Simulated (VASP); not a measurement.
Crystal: PbSe (Clausthalite).

```
Pb Se
1.0
     0.00000    3.06065    3.06065
     3.06065    0.00000    3.06065
     3.06065    3.06065    0.00000
Pb Se
1 1
Direct
  0.00000 0.00000 0.00000
  0.50000 0.50000 0.50000
```

Base run:

| Item | Value |
| --- | --- |
| Program | VASP 6.6.1 |
| Functional | rSCAN |
| Potentials or basis | VASP PAW PBE potentials, release 64 (Pb_d, Se) |
| Cutoff | 520 eV |
| k mesh | 8 × 8 × 8 |
| Occupations | fermi-dirac, width 0.05 eV |
| Spin | no spin polarisation |

Its results: band gap on the k mesh 0.55 eV, direct; pressure 1.6 GPa.

Question: The run is repeated on the same cell with these changes: functional from rSCAN to SCAN; further incar settings from ALGO = Normal; EDIFF = 1e-06; NBANDS = 17 to ALGO = Normal; EDIFF = 1e-07. What comes out?

Answer: Band gap on the k mesh 0.51 eV, direct; pressure 0.9 GPa.

Caveats: the PAW data sets were made with another functional, which shifts forces and pressure a little; spin-orbit coupling is left out, which as a rule narrows the gap of such compounds by several tenths of an eV.
